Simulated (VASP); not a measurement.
All cells: G0W0@PBE in VASP with _GW potentials, real axis with 200 points, bands to about 270 eV, response cutoff 180 eV, meshes of 6×6×6 or like density, handbook lattice constants, no spin-orbit coupling; edges are sought among the points solved (high-symmetry points and, for some cells, the mesh's band edge), and the crystal's can lie elsewhere. Band sums and response are cut, so the gaps aren't at their basis limit.

Problem. Order these cells by the G0W0 gap between the Kohn-Sham band edges, smallest first.
A. BAs (F-43m), 2 atoms, 13.6 Å³ an atom
B. BP (F-43m), 2 atoms, 11.7 Å³ an atom
C. Si (Fd-3m), 2 atoms, 20.0 Å³ an atom

Solution. C (1.24 eV), A (1.91 eV), B (2.03 eV).
